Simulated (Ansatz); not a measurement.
## Li: computed properties

Method: Ansatz, DFT PBEsol, scalar-relativistic, plane waves, PAW.

Cutoff 420 eV; k points 16×16×16 on the computed 1-atom cell (Γ-centred); Gaussian smearing, width 0.10 eV; no spin polarisation.

The structure is relaxed at this level of theory with its symmetry kept.

```xyz
1
Lattice="-1.7153 1.7153 1.7153 1.7153 -1.7153 1.7153 1.7153 1.7153 -1.7153" Properties=species:S:1:pos:R:3 pbc="T T T"
Li    0.0000    0.0000    0.0000
```

Question: Formation energy from the elements' standard states (uncorrected)?

Answer: 0.000 eV/atom.

Question: Density of states at the Fermi level?

Answer: 0.47 states/eV per cell.

Question: Bulk modulus?

Answer: 13.7 GPa.

Question: Its pressure derivative?

Answer: 3.3.